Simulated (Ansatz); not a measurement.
# Na (hcp type): a relaxation

Wanted: a converged relaxation for Na (hcp type), and a check of what comes out. The structure is shown as the input types it.

Program: Ansatz 0.2.0. Level of theory: DFT, LDA, PAW with Ansatz's default frozen-core files, scalar-relativistic. These are calculated values, not measurements.

**1. Starting point**

It takes space group P6_3/mmc (No. 194, hexagonal). Conventional cell: a = 3.525 Å, b = 3.525 Å, c = 5.711 Å, α = 90.00°, β = 90.00°, γ = 120.00°. Na (site symmetry -6m2) has 12 Na at 3.51 to 3.53 Å in its first shell of neighbours.

As a file:

```
Na
1.0
     3.52504    0.00000    0.00000
    -1.76252    3.05278    0.00000
     0.00000    0.00000    5.71057
Na
2
Direct
  0.33333 0.66667 0.25000
  0.66667 0.33333 0.75000
```

**2. The calculation**

Contents of input.yaml:

```yaml
crystal:
  lattice:
    - [3.5250413223, 0.0, 0.0]
    - [-1.7625206612, 3.0527753345, 0.0]
    - [0.0, 0.0, 5.7105669422]
  atoms:
    - { symbol: Na, position: [0.3333333333, 0.6666666667, 0.25] }
    - { symbol: Na, position: [0.6666666667, 0.3333333333, 0.75] }
kpoints:
  mp_grid: { grid: [12, 12, 7] }
scf:
  occupations: { method: fermi_dirac, width: 0.05 }
  max_iter: 100
hamiltonian:
  xc: lda
  pseudopotentials: { kind: paw }
output:
  forces: true
  stress: true
relax:
  f_tol: 0.005
  max_steps: 30
  cell: { stress_tol: 0.04, fix: [volume] }
magnetization:
  spin_polarized: true
  initial_magnetization: 7
```

Launch:

```
$ ansatz run input.yaml --threads 1 --pin off --max-ram 2048MiB --backend cpu --events-out ev --progress --plain --runs-dir out
```

What happens when this is run?

This run ends as converged, with warnings (seeded moment not kept). Its log warns: «the starting moments were not kept: the SCF closed with an absolute magnetisation of 4.8e-7 μB, where they sum to 7 μB in size (2 sites) ...»

The suspect setting: magnetization.spin_polarized is true; magnetization.initial_magnetization is 7. The starting moment is not one that the system holds. In a periodic run it is only a start, and the SCF did not keep it. The run ends with a total moment of 0.00 μB.

The test: delete magnetization.spin_polarized and magnetization.initial_magnetization (the default then holds).
